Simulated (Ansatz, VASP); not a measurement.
One calculation of TiAl3, two programs

```
CELL_PARAMETERS angstrom
2.78139 0.00000 0.00000
0.00000 4.67077 0.00000
0.00000 0.00000 4.89254
ATOMIC_POSITIONS crystal
Ti 0.00000 0.50000 0.16318
Al 0.50000 0.50000 0.66406
Al 0.50000 0.00000 0.33308
Al 0.00000 0.00000 0.83967
```

Alike in both runs: functional PBEsol; k mesh 14 × 10 × 10; occupations gaussian, width 0.1 eV; no spin polarisation.

Ansatz relaxed the structure, and its values are those at the end. VASP's run is a single point on that final structure, the one shown.

```csv
,VASP,Ansatz
version,VASP 6.6.1,Ansatz 0.2.0
potentials or method,"VASP PAW PBE potentials, release 64 (Ti_sv, Al)","scalar-relativistic, plane waves, PAW"
plane-wave cutoff (eV),520,420
valence electrons in the cell,21,21
```

|  | VASP | Ansatz | Ansatz less VASP |
| --- | --- | --- | --- |
| gap on the k mesh at the Fermi level (eV) | none | none | - |
| pressure (GPa) | 0.1 | 0.0 | -0.07 |

A gap of «none» marks a metal or a gap that the smearing closes. With one functional, cell and mesh, what is left measures potentials, basis and numerics. Ansatz warned: «pseudo_functional_mismatch».

Caveats: the PAW data sets were made with another functional, which shifts forces and pressure a little (VASP).
